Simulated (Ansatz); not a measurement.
Here is an Ansatz 0.2.0 calculation.

The input input.yaml:

```yaml
crystal:
  lattice:
    - [2.9682645463, 0.0, 0.0]
    - [0.0002080834, 4.7076067549, 0.0]
    - [1.4835696211, 0.242353462, 7.0834647979]
  atoms:
    - { symbol: Ti, position: [0.00337187, 0.00038881, 0.00070319] }
    - { symbol: Ti, position: [0.34464021, 0.48025965, 0.31695987] }
    - { symbol: Ti, position: [0.66170814, 0.52047436, 0.68449636] }
    - { symbol: O, position: [0.44003816, 0.18543769, 0.1285388] }
    - { symbol: O, position: [0.77792634, 0.29772875, 0.45187807] }
    - { symbol: O, position: [0.10123624, 0.30895342, 0.80624322] }
    - { symbol: O, position: [0.90649721, 0.69183699, 0.19517157] }
    - { symbol: O, position: [0.22940715, 0.70300728, 0.54951473] }
    - { symbol: O, position: [0.56802567, 0.81530006, 0.87282718] }
hamiltonian:
  xc: pbe
  pseudopotentials: { kind: paw }
kpoints:
  mp_grid: { grid: [7, 4, 3] }
scf:
  occupations: { method: fermi_dirac, width: 0.05 }
output:
  forces: true
  stress: true
  eigenvalues: true
```

Potentials or basis: Ansatz PAW.

Command:

```console
$ ansatz run input.yaml --threads 4 --pin off --max-ram 11264MiB --backend cpu --events-out ev --progress --plain --runs-dir out
```

Question: Predict the largest force.

Answer: 0.119 eV/Å.

Question: Estimate the band gap on the k mesh.

Answer: 2.30 eV, indirect (least direct gap 2.32 eV).

Question: Estimate the pressure.

Answer: 3.7 GPa.

Forces in eV/Å, atoms in the order of the input:
```
Ti   0.000 -0.002  0.002
Ti   0.004  0.020  0.094
Ti   0.001 -0.016 -0.098
O   -0.001 -0.008  0.029
O    0.008 -0.118  0.013
O   -0.002 -0.042 -0.010
O    0.000  0.040  0.009
O   -0.004  0.117 -0.012
O   -0.005  0.009 -0.028
```

Caveat: odd divisions of the mesh miss points on the zone boundary, where band edges often lie, so the gap on the mesh can be too wide; the pressure holds a Pulay correction of +0.7 GPa for the finite cutoff. A k mesh can miss the band edges.
